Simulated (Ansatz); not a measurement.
Crystal: ZrC.

```
CELL_PARAMETERS angstrom
3.39148 0.00000 0.00000
-1.69574 2.93710 0.00000
0.00000 0.00000 5.29005
ATOMIC_POSITIONS crystal
Zr 0.66667 0.33333 0.75000
Zr 0.33333 0.66667 0.25000
C 0.00000 0.00000 0.50000
C 0.00000 0.00000 0.00000
```

The cell comes from a database or a generator and needn't be the stable form of this composition.

Base run:

```yaml
Program: Ansatz 0.2.0
Functional: PBEsol
Potentials_or_basis: all-electron LAPW, scalar-relativistic
Cutoff: 235 eV
Density_cutoff: 938 eV
Basis_error_allowed: 0.002 eV/atom
k_mesh: 9 × 9 × 5
Occupations: fermi-dirac, width 0.05 eV
Spin: no spin polarisation
Hubbard_terms: Zr d U = 6 eV
```

Its results: band gap on the k mesh none (metal or under the smearing width); pressure 0.1 GPa.

The run is repeated on the same cell with these changes: hubbard terms from Zr d U = 6 eV to Zr d U = 8 eV. What comes out?

Band gap on the k mesh none (metal or under the smearing width); pressure 3.5 GPa.

Caveats: U is the effective U less J, on atomic orbitals that reach past the spheres; U without spin polarisation on a metal has little footing; the U is typed as a test and isn't derived for this compound.

Not every run made on this cell is shown here.
